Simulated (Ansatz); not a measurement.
# Residual resistivity of an alloy: Ir(111) with 4 layers of random Ir-Mo, 2x2

How strongly does chemical disorder scatter in Ir(111) with 4 layers of random Ir-Mo, 2x2?

Calculated with Ansatz 0.2.0; Ansatz plane-wave DFT, PBE, PAW files; ballistic transport by layer matching (Landauer), zero bias; PAW set soft_1.

Report form: the programs' logs are mostly left out.

### 1. The starting structure

The cell holds 40 atoms: 38 Ir and 2 Mo. Its edges and angles: a = 5.430 Å, b = 5.430 Å, c = 22.222 Å, α = 93.5°, β = 86.5°, γ = 120.0°. It derives from Ir. Regions: lead, 24 atoms (24 Ir); scattering region, 16 atoms (14 Ir and 2 Mo). The structure is stacked along c, and the current runs across the ab planes.

### 2. With 4 alloy layers

In 4 layers a share of 0.125 of the sites is given to Mo at random. The layers about the cell's end stay perfect and serve as the lead. Energies from -0.05 to 0.05 eV in steps of 0.05 eV are too few for the program's thermal sum, so it prints no conductance; for a metal the transmission near the Fermi level serves, at a fraction of the cost.

Input file input.yaml:

```yaml
crystal:
  lattice:
    - [5.4297315514, 0.0, 0.0]
    - [-2.7148657757, 4.7022854592, 0.0]
    - [1.3574328878, -0.7837142432, 22.1667862353]
  atoms:
    - { symbol: Ir, position: [0.9916666667, 0.0083333333, 0.05] }
    - { symbol: Ir, position: [0.9916666667, 0.5083333333, 0.05] }
    - { symbol: Ir, position: [0.4916666667, 0.0083333333, 0.05] }
    - { symbol: Ir, position: [0.4916666667, 0.5083333333, 0.05] }
    - { symbol: Ir, position: [0.1416666667, 0.3583333333, 0.15] }
    - { symbol: Ir, position: [0.1416666667, 0.8583333333, 0.15] }
    - { symbol: Ir, position: [0.6416666667, 0.3583333333, 0.15] }
    - { symbol: Ir, position: [0.6416666667, 0.8583333333, 0.15] }
[... 28 atom lines left out ...]
    - { symbol: Ir, position: [0.8416666667, 0.1583333333, 0.95] }
    - { symbol: Ir, position: [0.8416666667, 0.6583333333, 0.95] }
    - { symbol: Ir, position: [0.3416666667, 0.1583333333, 0.95] }
    - { symbol: Ir, position: [0.3416666667, 0.6583333333, 0.95] }
kpoints:
  mp_grid: { grid: [5, 5, 1] }
hamiltonian:
  xc: pbe
  pseudopotentials: { kind: paw, azcp: { folder: soft_1 } }
scf:
  occupations: { method: fermi_dirac, width: 0.1 }
output:
  transmission:
    leads: [[0, 4]]
    kmesh: [10, 10]
    e_range: [-0.05, 0.05]
    de: 0.05
  write_potential: true
  write_density: true
  volumetric_format: npy
```

On the command line:

```sh
$ ansatz run input.yaml --threads 4 --pin off --max-ram 15360MiB --backend cpu --events-out ev --progress --plain --runs-dir out
```

Wall time 3.8 min (4 threads of Arm Neoverse V1, shared host); peak memory 4.5 GiB.

This step gave:

```
free energy                                    : -463513.6973 eV
energy at zero smearing                        : -463513.1353 eV
Fermi energy                                   : 25.69 eV
cell area                                      : 25.53 Å²
transmission per spin nearest the Fermi level  : 3.645
open channels per spin nearest the Fermi level : 5.78
step of the lead's potential                   : 1.5 meV
```

Per spin. The transmission, zone mean by energy, zero at the Fermi level:

| energy (eV) | transmission, zone mean |
| --- | --- |
| -0.0500 | 3.69 |
| 0.0000 | 3.65 |
| 0.0500 | 3.72 |

Per spin. Open channels, zone mean, lead against energy, zero at the Fermi level:

```
energy (eV)  open channels, zone mean, lead
    -0.0500                             5.9
     0.0000                            5.78
     0.0500                            6.26
```

Transmission over k1 and k2. At 0.0000 eV from the Fermi level.

Ten even steps from '_' (2.09) to '@' (6.04):
```
--==::::..======..++
::::--++++::--____..
::::++------**--__==
==..++--@@@@--**--==
++==::--@@@@@@--::==
====--**--@@@@--++..
::==__--**------++::
::..____--::++++--::
--++..======..::::==
==--::::==++==::::--
```
Columns: k1 (b1) from -0.5 to 0.4; rows upwards: k2 (b2) from -0.5 to 0.4.

Open channels over k1 and k2. At 0.0000 eV from the Fermi level.

Ten even steps from '_' (4.00) to '@' (8.00):
```
++++::__::++++++++++
::::++####++::::++++
::__##::::::##__::++
++::##::@@@@::##::++
++++++::@@@@@@::++++
++++::##::@@@@::##::
::++::__##::::::##__
::++++::::++####++::
++++++++++++::__::++
++++::::++++++::::++
```
Columns: k1 (b1) from -0.5 to 0.4; rows upwards: k2 (b2) from -0.5 to 0.4.

Over the solved energies the transmission per spin lies between 3.65 and 3.72, out of 5.98 channels of the lead on average (up to 6.26).

### 3. With 8 alloy layers

In 8 layers a share of 0.125 of the sites is given to Mo at random. A fresh draw is used; the growth of the resistance with length is what counts.

System of this step: Ir(111) with 8 layers of random Ir-Mo, 2x2. The cell holds 56 atoms: 52 Ir and 4 Mo. Cell: a = 5.430 Å, b = 5.430 Å, c = 31.073 Å, α = 87.5°, β = 92.5°, γ = 120.0°. It derives from Ir. Regions: lead, 24 atoms (24 Ir); scattering region, 32 atoms (28 Ir and 4 Mo). The structure is stacked along c, and the current runs across the ab planes.

Input file input.yaml:

```yaml
crystal:
  lattice:
    - [5.4297315514, 0.0, 0.0]
    - [-2.7148657757, 4.7022854592, 0.0]
    - [-1.3574328878, 0.7837142432, 31.0335007294]
  atoms:
    - { symbol: Ir, position: [0.005952381, 0.994047619, 0.0357142857] }
    - { symbol: Ir, position: [0.005952381, 0.494047619, 0.0357142857] }
    - { symbol: Ir, position: [0.505952381, 0.994047619, 0.0357142857] }
    - { symbol: Ir, position: [0.505952381, 0.494047619, 0.0357142857] }
    - { symbol: Ir, position: [0.1845238095, 0.3154761905, 0.1071428571] }
    - { symbol: Ir, position: [0.1845238095, 0.8154761905, 0.1071428571] }
    - { symbol: Ir, position: [0.6845238095, 0.3154761905, 0.1071428571] }
    - { symbol: Ir, position: [0.6845238095, 0.8154761905, 0.1071428571] }
[... 44 atom lines left out ...]
    - { symbol: Ir, position: [0.3273809524, 0.1726190476, 0.9642857143] }
    - { symbol: Ir, position: [0.3273809524, 0.6726190476, 0.9642857143] }
    - { symbol: Ir, position: [0.8273809524, 0.1726190476, 0.9642857143] }
    - { symbol: Ir, position: [0.8273809524, 0.6726190476, 0.9642857143] }
kpoints:
  mp_grid: { grid: [5, 5, 1] }
hamiltonian:
  xc: pbe
  pseudopotentials: { kind: paw, azcp: { folder: soft_1 } }
scf:
  occupations: { method: fermi_dirac, width: 0.1 }
output:
  transmission:
    leads: [[0, 4]]
    kmesh: [10, 10]
    e_range: [-0.05, 0.05]
    de: 0.05
  write_potential: true
  write_density: true
  volumetric_format: npy
```

Wall time 9.8 min (4 threads); peak memory 8.1 GiB; 37 min of CPU time.

This step gave:

- free energy: -640543.8596 eV
- energy at zero smearing: -640543.1151 eV
- Fermi energy: 25.65 eV
- transmission per spin nearest the Fermi level: 3.133
- open channels per spin nearest the Fermi level: 5.9
- step of the lead's potential: 51.7 meV

Per spin. Table of transmission, zone mean by energy, zero at the Fermi level:

```
energy (eV)  transmission, zone mean
    -0.0500                     3.24
     0.0000                     3.13
     0.0500                     3.14
```

Over the solved energies the transmission per spin lies between 3.13 and 3.24, out of 6.01 channels of the lead on average (up to 6.26). The log calls the step of a lead's potential too much.

### 4. With 12 alloy layers

In 12 layers a share of 0.125 of the sites is given to Mo at random. A fresh draw is used; the growth of the resistance with length is what counts.

System of this step: Ir(111) with 12 layers of random Ir-Mo, 2x2. The cell holds 72 atoms: 66 Ir and 6 Mo. Cell: a = 5.430 Å, b = 5.430 Å, c = 39.900 Å, α = 90.0°, β = 90.0°, γ = 120.0°. It derives from Ir. Regions: lead, 24 atoms (24 Ir); scattering region, 48 atoms (42 Ir and 6 Mo). The structure is stacked along c, and the current runs across the ab planes.

Input file input.yaml:

```yaml
crystal:
  lattice:
    - [5.4297315514, 0.0, 0.0]
    - [-2.7148657757, 4.7022854592, 0.0]
    - [0.0, 0.0, 39.9002152235]
  atoms:
    - { symbol: Ir, position: [0.0, 0.0, 0.0277777778] }
    - { symbol: Ir, position: [0.0, 0.5, 0.0277777778] }
    - { symbol: Ir, position: [0.5, 0.0, 0.0277777778] }
    - { symbol: Ir, position: [0.5, 0.5, 0.0277777778] }
    - { symbol: Ir, position: [0.1666666667, 0.3333333333, 0.0833333333] }
    - { symbol: Ir, position: [0.1666666667, 0.8333333333, 0.0833333333] }
    - { symbol: Ir, position: [0.6666666667, 0.3333333333, 0.0833333333] }
    - { symbol: Ir, position: [0.6666666667, 0.8333333333, 0.0833333333] }
[... 60 atom lines left out ...]
    - { symbol: Ir, position: [0.3333333333, 0.1666666667, 0.9722222222] }
    - { symbol: Ir, position: [0.3333333333, 0.6666666667, 0.9722222222] }
    - { symbol: Ir, position: [0.8333333333, 0.1666666667, 0.9722222222] }
    - { symbol: Ir, position: [0.8333333333, 0.6666666667, 0.9722222222] }
kpoints:
  mp_grid: { grid: [5, 5, 1] }
hamiltonian:
  xc: pbe
  pseudopotentials: { kind: paw, azcp: { folder: soft_1 } }
scf:
  occupations: { method: fermi_dirac, width: 0.1 }
output:
  transmission:
    leads: [[0, 4]]
    kmesh: [10, 10]
    e_range: [-0.05, 0.05]
    de: 0.05
  write_potential: true
  write_density: true
  volumetric_format: npy
```

Elapsed: 25 min, on 4 threads; peak memory 9 GiB.

This step gave:

```
free energy                                    : -817573.0167 eV
energy at zero smearing                        : -817572.0467 eV
Fermi energy                                   : 25.61 eV
transmission per spin nearest the Fermi level  : 2.499
open channels per spin nearest the Fermi level : 5.78
step of the lead's potential                   : 4.2 meV
```

Per spin. The transmission, zone mean by energy, zero at the Fermi level:

```csv
energy (eV),"transmission, zone mean"
-0.0500,2.54
0.0000,2.50
0.0500,2.48
```

Over the solved energies the transmission per spin lies between 2.48 and 2.54, out of 5.94 channels of the lead on average (up to 6.14).

### 5. Resistance against length

This step: Ansatz plane-wave DFT, PBE, PAW files; ballistic transport by layer matching (Landauer), zero bias; residual resistivity from the slope of the area resistance, atoms on the host's lattice; PAW set soft_1 (Ansatz 0.2.0).

This step gave:

```
resistivity           : 23.44 µΩ cm
intercept             : 0.1151 fΩ m²
scatter about the fit : 0.02859 fΩ m²
```

Resistance, by row:

```csv
run,length (Å),T,channels N,RA (fΩ m²)
n4,8.867,3.685,5.98,0.3431
n8,17.73,3.172,6.007,0.4903
n12,26.6,2.509,5.94,0.7588
```

The area resistance by length of the alloy:

| length of the alloy (Å) | area resistance (fΩ m²) |
| --- | --- |
| 8.87 | 0.343 |
| 17.73 | 0.490 |
| 26.60 | 0.759 |

The area resistance goes from 0.34 to 0.76 fΩ m² between 8.9 and 26.6 Å, a slope of 23 µΩ cm.

By hand from the end points: (0.7588 − 0.3431) fΩ m² / (26.60 − 8.87) Å = 23 µΩ cm, since 1 fΩ m² per Å is 1000 µΩ cm.

### 6. Results

```json
{"resistivity from the slope": "23.4 µΩ cm", "area resistance over 8.87 Å": "0.343 fΩ m²", "area resistance over 17.7 Å": "0.490 fΩ m²", "area resistance over 26.6 Å": "0.759 fΩ m²"}
```

In words: The slope gives 23 µΩ cm. The points scatter by 0.029 fΩ m² about the line, with one random draw a length in a 2x2 cell, so the slope is a rough value. The lead's own channel count moves between the runs (5.98, 6.01 and 5.94), which shifts RA and the slope too. Read with a model of isotropic scattering on a spherical Fermi surface and the lead's 1.8×10¹⁵ S/m², this slope means a mean free path near 18 Å; over these lengths the model's slope is within 3 % of its bulk resistivity. The draw over the shortest length came out nearly ordered, with 8 symmetry operations, so that point is a poor sample of a random alloy. The atoms sit on the host's lattice, so scattering by size misfit is left out. Spin-orbit coupling is left out, which matters for Ir. A lead's potential steps by up to 52 meV from period to period, which the log calls too much, so longer leads could move the result.

[Logs are printed without paths, hosts, clocks, repeated set-up lines and the standing remarks that a program may print on its own settings, such as how far it seeks lower states.]

[Hosts, paths, dates, database ids (printed as entryN), source tags and the programs' standing remarks are cut or masked in the printed files.]
